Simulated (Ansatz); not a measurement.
The system is CuO.

```xyz
4
Lattice="2.3056 -1.7296 0.0728 2.3158 1.7435 0.0481 -0.7081 -0.0390 5.1291" Properties=species:S:1:pos:R:3 pbc="T T T"
Cu    1.1008    0.8093    0.3341
Cu    1.1067   -0.5643    2.4735
O     1.8111   -0.4788    1.4095
O     1.8512    0.1962    3.6580
```

The cell isn't the ideal one: all atoms moved at random, sigma 0.25 Å a component, cell strained at random, sigma 0.03.

Base run:

```yaml
Program: Ansatz 0.2.0
Functional: HSE06 form with a typed share of exact exchange
Potentials_or_basis: Ansatz PAW
Cutoff: "420 eV (not typed: the program's choice for these potentials)"
k_mesh: 6 × 6 × 3
Occupations: fermi-dirac, width 0.05 eV
Spin: no spin polarisation
```

Its results: band gap on the k mesh 0.04 eV, indirect (least direct gap 0.36 eV); pressure 94.1 GPa; largest force 42.115 eV/Å.

Q: The run is repeated on the same cell with these changes: share of exact exchange from 0.15 to 0. What comes out?

A: Band gap on the k mesh none (metal or under the smearing width); pressure 97.2 GPa; largest force 42.014 eV/Å.

Caveats: some runs use coarse meshes; the cell as given lies far from equilibrium; odd divisions of the mesh miss points on the zone boundary, where band edges often lie, so the gap on the mesh can be too wide (some runs); the PAW data sets come from PBE, with cores solved anew for the run's functional, which leaves a small shift of forces and pressure (some runs); forces of over 1 eV/Å show positions far from the minimum, so gaps and moduli don't describe the material at rest (some runs); the thresholds are loose for stress (some runs); the potentials were made for another functional, which shifts forces and pressure (some runs); the run has no spin polarisation, though such a crystal can be magnetic (some runs).

A k mesh can miss the band edges.
